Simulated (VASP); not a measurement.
## SnS2 (Berndtite-2T): band structure with PBE

Crystal: SnS2 (Berndtite-2T).

```xyz
3
Lattice="3.6671 0.0000 0.0000 -1.8335 3.1758 0.0000 0.0000 0.0000 5.8110" Properties=species:S:1:pos:R:3 pbc="T T T"
Sn    0.0000    0.0000    0.0000
S     0.0000    2.1172    1.4781
S     1.8335    1.0586    4.3330
```

```yaml
Program: VASP 6.6.1
Task: band structure
Functional: PBE
Potentials_or_basis: VASP PAW PBE potentials, release 64 (Sn_d, S)
Cutoff: 520 eV
k_mesh: 6 × 6 × 4
Occupations: gaussian, width 0.03 eV
Spin: spin-orbit coupling, no magnetisation
Further_INCAR_settings: ALGO = Normal; EDIFF = 1e-06; NBANDS = 39
```

```
Pressure                                              : 2.5 GPa
Largest force                                         : 0.015 eV/Å
Valence electrons inside the program's atomic spheres : Sn 12.19; S 3.70
```

Forces on the atoms (eV/Å):
```
Sn   0.000  0.000  0.000
S    0.000  0.000 -0.015
S    0.000  0.000  0.015
```

Run time: 4.4 min on 2 MPI ranks on Intel(R) Xeon(R) Platinum 8488C (Sapphire Rapids), with other jobs on the host, peak memory 0.39 GiB a rank.

Caveat: this functional lacks dispersion, which binds the layers, so the pressure and a relaxed spacing across them are unreliable.
